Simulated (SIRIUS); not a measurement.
# W: changing the choice of potentials or basis

```
CELL_PARAMETERS angstrom
-1.58234 1.58234 1.58234
1.58234 -1.58234 1.58234
1.58234 1.58234 -1.58234
ATOMIC_POSITIONS crystal
W 0.00000 0.00000 0.00000
```

Kept alike: task single point; functional PBE; k mesh 12 × 12 × 12; occupations fermi-dirac, width 0.05 eV; no spin polarisation. Program: SIRIUS. Cutoffs run from 557 to 1102 eV. The mesh is that of the run's cell of 1 atom. No spin-orbit coupling.

| choice of potentials or basis | pressure (GPa) |
| --- | --- |
| GBRV 1.5 PBE (ultrasoft) | 2.74 |
| PseudoDojo 0.4.1 PBE standard (scalar relativistic) | 5.88 |
| PseudoDojo 0.5 PBE standard (scalar relativistic) | 5.88 |
| PseudoDojo 0.5 PBE stringent (scalar relativistic) | 5.88 |
| SG15 1.2 PBE (norm-conserving) | 6.18 |
| SPMS 1.0 PBE (norm-conserving) | 5.93 |
| SSSP 1.3.0 PBE efficiency | 6.09 |

Pressure is positive in compression; the values hold the error of the finite cutoff, so their zero can differ a little from the energy's minimum. For a metal such a mesh leaves the last digits unconverged.

The pressure runs from 2.74 (GBRV 1.5 PBE (ultrasoft)) to 6.18 GPa (SG15 1.2 PBE (norm-conserving)).
